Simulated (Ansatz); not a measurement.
# Equation of state of Lu

```
Lu
1.0
     0.00000    2.43690    2.43690
     2.43690    0.00000    2.43690
     2.43690    2.43690    0.00000
Lu
1
Direct
  0.00000 0.00000 0.00000
```

The conventional cell has a = 4.874 Å, b = 4.874 Å, c = 4.874 Å, α = 90.00°, β = 90.00°, γ = 90.00°. Lu (atom 1) has 12 Lu at 3.45 Å as nearest neighbours.

The cell was built from the fcc type and relaxed in the same program, and has space group Fm-3m; it needn't be a known or the stable phase.

Spin–orbit coupling is left out, though it moves levels of the heavy atoms by tenths of an eV or more.

Methods: DFT, PBE, all-electron LAPW, scalar-relativistic (Ansatz 0.2.0); DFT, PBE, PAW with Ansatz's default frozen-core files, scalar-relativistic (Ansatz 0.2.0).

For LAPW: a Γ-centred 15×15×15 k mesh, Fermi–Dirac smearing of 0.05 eV, basis error target 0.25 meV/atom, no spin polarisation. PAW takes a cutoff of 420 eV at this cell. The Ansatz runs share mesh, smearing and spin set-up. Plane-wave (PAW) pressures include the program's estimate of the Pulay term.

The cell above is scaled evenly, with fractional coordinates and shape held.

```json
{"V/V(cell)": "0.9600", "V (Å³/atom)": "27.785", "P, LAPW (GPa)": "?", "P, PAW (GPa)": "?", "free energy over the lowest listed, PAW (meV/atom)": "?"}
{"V/V(cell)": "0.9800", "V (Å³/atom)": "28.364", "P, LAPW (GPa)": "0.88", "P, PAW (GPa)": "0.88", "free energy over the lowest listed, PAW (meV/atom)": "1.6"}
{"V/V(cell)": "1.0000", "V (Å³/atom)": "28.943", "P, LAPW (GPa)": "0.00", "P, PAW (GPa)": "0.00", "free energy over the lowest listed, PAW (meV/atom)": "0.0"}
{"V/V(cell)": "1.0200", "V (Å³/atom)": "29.522", "P, LAPW (GPa)": "-0.80", "P, PAW (GPa)": "-0.80", "free energy over the lowest listed, PAW (meV/atom)": "1.5"}
{"V/V(cell)": "1.0400", "V (Å³/atom)": "30.101", "P, LAPW (GPa)": "-1.53", "P, PAW (GPa)": "-1.54", "free energy over the lowest listed, PAW (meV/atom)": "5.7"}
```

(1) Fill in the row V/V(cell) = 0.9600.

(2) What do Birch–Murnaghan fits to the pressures give?

Answers

(1) P, LAPW (GPa) = 1.85, P, PAW (GPa) = 1.85, free energy over the lowest listed, PAW (meV/atom) = 6.5.

(2) LAPW: V0 = 28.95 Å³/atom, B0 = 42 GPa, B0′ = 3.6; PAW: V0 = 28.94 Å³/atom, B0 = 42 GPa, B0′ = 3.6.
